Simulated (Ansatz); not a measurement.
A crystal relaxed with r2SCAN in the plane-wave code Ansatz has space group P6_3/mmc (No. 194) and a = 4.409 Å, c = 5.748 Å.

```tsv
atom	site	x	y	z
Cd	2c	0.3333	0.6667	0.2500
Xx	2d	0.6667	0.3333	0.2500
```

r2SCAN gives an indirect gap of 1.48 eV, from H to Γ; the least direct gap is 1.75 eV at Γ. With HSE06 the valence top lies at H and the conduction bottom at Γ, 2.07 eV higher; the smallest vertical gap, at Γ, is 2.35 eV. With PBE the valence top lies at H and the conduction bottom at Γ, 1.00 eV higher; the smallest vertical gap, at Γ, is 1.27 eV. Meshes: r2SCAN 6×6×4, HSE06 6×6×4, PBE 6×6×4. r2SCAN's ε∞ is 5.8 along x and y, 6.1 along z.

Q: Which element is Xx?
A. Te
B. S
C. O
D. Se

A: B. Xx is S: CdS, h-MgO type. Cd is surrounded by 5 S at 2.55–2.87 Å; S is surrounded by 5 Cd at 2.55–2.87 Å.

(Calculated; spin-unpolarised; the phase may be known or hypothetical.)

Spin-orbit coupling is left out.

The meshes of the hybrids are coarse, so their gaps aren't converged to the digits shown.
